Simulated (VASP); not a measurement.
# Bi: intraband terms of a metal's spectrum

Bi, P2/m (no. 10), 2 atoms in the cell. PBE, independent-particle dielectric function; PAW potentials Bi_d (PBE set).

## Input

INCAR.step1:
```
SYSTEM = Bi
PREC = Accurate ; ENCUT = 290
ISMEAR = 1 ; SIGMA = 0.1
EDIFF = 1E-7 ; LASPH = .TRUE.
KPAR = 4 ; LWAVE = .FALSE.
LCHARG = .TRUE. ; LMAXMIX = 4
```

INCAR.step2:
```
SYSTEM = Bi
PREC = Accurate ; ENCUT = 290
ISMEAR = 0 ; SIGMA = 0.3
EDIFF = 1E-6 ; LASPH = .TRUE.
KPAR = 4 ; LWAVE = .TRUE.
LCHARG = .FALSE. ; LMAXMIX = 4
ICHARG = 11 ; NBANDS = 33
NEDOS = 3000 ; OMEGAMAX = 30
CSHIFT = 0.1
```

INCAR.step3, as INCAR.step2 but for:
```
- LWAVE = .TRUE.
+ LWAVE = .FALSE.
+ LOPTICS = .TRUE.
+ ALGO = None
+ NELM = 1
+ ISTART = 1
```

INCAR.step4, as INCAR.step3 but for:
```
+ WPLASMAI = 0.03
```

INCAR.step5 to INCAR.step6 change the same tag again: WPLASMAI = 0.1, 0.3.

INCAR.step7, as INCAR.step6 but for:
```
- WPLASMAI = 0.3
+ RTIME = 40
```

INCAR.step8, as INCAR.step7 but for:
```
- RTIME = 40
+ RTIME = 20
```

INCAR.step9, as INCAR.step8 but for:
```
- RTIME = 20
+ LNABLA = .TRUE.
```

INCAR.step10, as INCAR.step9 but for:
```
- ISMEAR = 0
- LNABLA = .TRUE.
+ ISMEAR = -5
```

KPOINTS.step1:
```
k-points
0
Gamma
  8 8 4
```

KPOINTS.step2:
```
k-points
0
Gamma
  9 9 5
```

POSCAR:
```
Bi
1.0
    3.2383762460      0.0000000000      0.0000000000
    0.0000000000      3.2216433200      0.0000000000
   -0.0804548793      0.0000000000      6.4438887882
Bi
2
Direct
    0.5442472500      0.0000000000      0.7495778900
    0.4557527500      0.0000000000      0.2504221100
```

Commands (each step's output is kept before the next begins):
```
cat potpaw_PBE.64/Bi_d/POTCAR > POTCAR
cp INCAR.step1 INCAR
cp KPOINTS.step1 KPOINTS
mpirun -np 4 vasp_std > vasp.out
cp INCAR.step2 INCAR
cp KPOINTS.step2 KPOINTS
mpirun -np 4 vasp_std > vasp.out
cp INCAR.step3 INCAR
mpirun -np 4 vasp_std > vasp.out
cp INCAR.step4 INCAR
mpirun -np 4 vasp_std > vasp.out
cp INCAR.step5 INCAR
mpirun -np 4 vasp_std > vasp.out
cp INCAR.step6 INCAR
mpirun -np 4 vasp_std > vasp.out
cp INCAR.step7 INCAR
mpirun -np 4 vasp_std > vasp.out
cp INCAR.step8 INCAR
mpirun -np 4 vasp_std > vasp.out
cp INCAR.step9 INCAR
mpirun -np 4 vasp_std > vasp.out
cp INCAR.step10 INCAR
mpirun -np 4 vasp_std > vasp.out
```

## Result

- Bands: 33

One ground state, settings moved in the last step alone:

| Settings | Plasma frequency (eV) | Im ε at 0.5 eV | Im ε at 1 eV | Im ε at 2 eV | Im ε at 4 eV | Time (s) |
|---|---|---|---|---|---|---|
| interband part alone | 9.61 | 135.7 | 20.9 | 1.8 | 0.3 | 9 |
| Drude term, WPLASMAI 0.03 | 9.61 | 157.7 | 23.7 | 2.1 | 0.3 | 9 |
| Drude term, WPLASMAI 0.1 | 9.61 | 206.6 | 30.0 | 2.9 | 0.4 | 9 |
| Drude term, WPLASMAI 0.3 | 9.61 | 298.5 | 46.3 | 5.2 | 0.7 | 9 |
| relaxation time RTIME 40 fs | 9.61 | 147.8 | 22.4 | 2.0 | 0.3 | 9 |
| relaxation time RTIME 20 fs | 9.61 | 159.9 | 23.9 | 2.2 | 0.3 | 9 |
| transversal form (LNABLA) | 9.64 | 137.4 | 21.2 | 1.8 | 0.3 | 8 |
| tetrahedron method | – | – | – | – | – | no result |

Limits: Spin-orbit coupling is left out, which can matter with atoms this heavy.

VASP 6.6.1 took 88 s on 4 cores (AMD EPYC 7R43 (Zen 3)), a shared host.
